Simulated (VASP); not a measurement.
# Al: single point with PBEsol

Crystal: Al.

```
Al
1.0
     2.81246    0.00000    0.00000
    -1.40623    2.43566    0.00000
     0.00000    0.00000    4.86685
Al
2
Direct
  0.66667 0.33333 0.75000
  0.33333 0.66667 0.25000
```

This isn't the form of Al at room conditions, which is fcc.

| Property | Result |
| --- | --- |
| Program | VASP 6.6.1 |
| Task | single point |
| Functional | PBEsol |
| Potentials or basis | VASP PAW PBE potentials, release 64 (Al) |
| Cutoff | 520 eV |
| k mesh | 21 × 21 × 10 |
| Occupations | gaussian, width 0.15 eV |
| Spin | no spin polarisation |

The pressure is -1.3 GPa. The band gap on the k mesh is none (metal or under the smearing width).

Stress tensor (GPa, compression positive):
```
-0.39  0.00  0.00
 0.00 -0.39  0.00
 0.00  0.00 -3.08
```

Levels at points of the mesh, in eV from the Fermi level:
```
           k point  band 1  band 2  band 3  band 4  band 5  band 6  band 7  band 8
(0.00, 0.00, 0.00)  -11.03   -5.03   -4.80   11.17   11.45   11.45   11.67   11.67
(0.00, 0.00, 0.50)   -9.48   -9.48    2.41    2.41   12.48   12.48   12.48   12.48
```

It took 27 s on 1 thread of Intel(R) Xeon(R) Platinum 8488C (Sapphire Rapids) (shared host), peak memory 0.2 GiB.

Caveat: the PAW data sets were made with another functional, which shifts forces and pressure a little.
